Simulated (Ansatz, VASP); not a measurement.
Given: the input of a run of VASP 6.6.1 on CdSe.

Contents of INCAR:

```
SYSTEM = CdSe
  PREC = Accurate
  ENCUT = 520
  EDIFF = 1E-6
  ISMEAR = 0
  SIGMA = 0.025
  LREAL = .FALSE.
  LASPH = .TRUE.
  NELM = 80
  ALGO = Normal
  ISIF = 2
  LWAVE = .FALSE.
  LCHARG = .FALSE.
  GGA = PE
```

File KPOINTS:

```
Automatic mesh
0
G
  8 8 8
  0 0 0
```

Contents of POSCAR:

```
CdSe
1.0
    0.0000000000      3.0702711986      3.0702711986
    3.0702711986      0.0000000000      3.0702711986
    3.0702711986      3.0702711986      0.0000000000
Cd Se
1 1
Direct
    0.0000000000      0.0000000000      0.0000000000
    0.2500000000      0.2500000000      0.2500000000
```

Potentials or basis: VASP PAW PBE potentials, release 64 (Cd, Se).

Command:

```bash
$ cat potpaw_PBE.64/Cd/POTCAR potpaw_PBE.64/Se/POTCAR > POTCAR
$ mpirun -np 1 vasp_std > vasp.out
```

Question: Translate it to Ansatz 0.2.0. Potentials there: Ansatz PAW.

Answer: As run (the cutoff follows the program's own potentials):

Contents of input.yaml:

```yaml
crystal:
  lattice:
    - [0.0, 3.0702711986, 3.0702711986]
    - [3.0702711986, 0.0, 3.0702711986]
    - [3.0702711986, 3.0702711986, 0.0]
  atoms:
    - { symbol: Cd, position: [0.0, 0.0, 0.0] }
    - { symbol: Se, position: [0.25, 0.25, 0.25] }
hamiltonian:
  xc: pbe
  pseudopotentials: { kind: paw }
kpoints:
  mp_grid: { grid: [8, 8, 8] }
scf:
  occupations: { method: gaussian, width: 0.025 }
output:
  forces: true
  stress: true
  eigenvalues: true
```

Potentials or basis: Ansatz PAW.

Command:

```sh
$ ansatz run input.yaml --threads 2 --pin off --max-ram 5632MiB --backend cpu --events-out ev --progress --plain --runs-dir out
```

Both were run:

|  | VASP | Ansatz | Ansatz less VASP |
| --- | --- | --- | --- |
| gap on the k mesh at the Fermi level (eV) | 0.55 | 0.55 | +0.001 |
| least direct gap on the mesh (eV) | 0.55 | 0.55 | +0.001 |
| pressure (GPa) | 1.6 | 1.3 | -0.28 |

The two sets of potentials don't hold the same shells in valence.

Expect the measured gap to be larger: semilocal functionals such as PBE lack the derivative discontinuity.
